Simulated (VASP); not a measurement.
Set up this calculation in VASP 6.6.1, as the native input.

```
Task                   : single point
Functional             : LDA
Potentials or basis    : VASP PAW LDA potentials, release 64 (Al, Cu)
Cutoff                 : 520 eV
k mesh                 : 6 × 6 × 6
Occupations            : gaussian, width 0.1 eV
Spin                   : no spin polarisation
Dipole correction      : no
Further INCAR settings : ALGO = Normal; EDIFF = 1e-06; NBANDS = 14
```

The structure of AlCu lies in POSCAR:

```
AlCu
1.0
    2.9975090000      0.0000000000      0.0000000000
    0.0000000000      2.9975090000      0.0000000000
    0.0000000000      0.0000000000      2.9975090000
Al Cu
1 1
Direct
    0.0000000000      0.0000000000      0.0000000000
    0.5000000000      0.5000000000      0.5000000000
```

The cell comes from a database or a generator and needn't be the stable form of this composition.

The input as run:

INCAR

```
PREC = Accurate
ENCUT = 520
EDIFF = 1E-6
ISMEAR = 0
SIGMA = 0.1
LREAL = False
LASPH = True
NELM = 80
ALGO = Normal
ISIF = 2
LWAVE = False
LCHARG = False
NBANDS = 14
```

KPOINTS

```
Automatic mesh
0
Gamma
  6 6 6
```

Potentials or basis: VASP PAW LDA potentials, release 64 (Al, Cu).

Run with:

```bash
$ cat potpaw_LDA.64/Al/POTCAR potpaw_LDA.64/Cu/POTCAR > POTCAR
$ mpirun -np 1 vasp_std > vasp.out
```

It gave:

The pressure is -6.5 GPa and the band gap on the k mesh is none (metal or under the smearing width).

Wall time 4.1 s on 1 thread of Intel(R) Xeon(R) Platinum 8488C (Sapphire Rapids), with other jobs on the host, peak memory 0.12 GiB.
